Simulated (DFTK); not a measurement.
Pt:

```
CELL_PARAMETERS angstrom
0.00000 1.96090 1.96090
1.96090 0.00000 1.96090
1.96090 1.96090 0.00000
ATOMIC_POSITIONS crystal
Pt 0.00000 0.00000 0.00000
```

Program: DFTK 0.8.2. Alike in all runs: no spin polarisation; cell as given; smearing fermi-dirac 0.05 eV.

**Question.** Order these runs on this cell by their pressure, lowest first.
A. level TASK; potentials or basis in-house norm-conserving set (r2SCAN, scalar relativistic); k mesh 10 × 10 × 10; cutoff (eV) 1143; SCF solver ScfAndersonSolver; mesh quality not flagged
B. level BP86; potentials or basis SG15 1.2 (PBE); k mesh 5 × 5 × 5; cutoff (eV) 952; k mesh for the DOS 6 × 6 × 6; gaussian width for the DOS 0.15 eV; mesh quality coarse
C. level RPBE; potentials or basis dojo.nc.sr.pbe.v0_5.standard.upf (PBE); k mesh 12 × 12 × 12; cutoff (eV) 1143; mesh quality not flagged

**Answer.** A (5.7 GPa), C (13.7 GPa), B (18.3 GPa).

Caveats: some runs use coarse meshes; the potentials were made for another functional, which shifts forces and pressure; so large a pressure means that the cell lies far from this level's equilibrium, or that cutoff or potentials fall short (some runs).
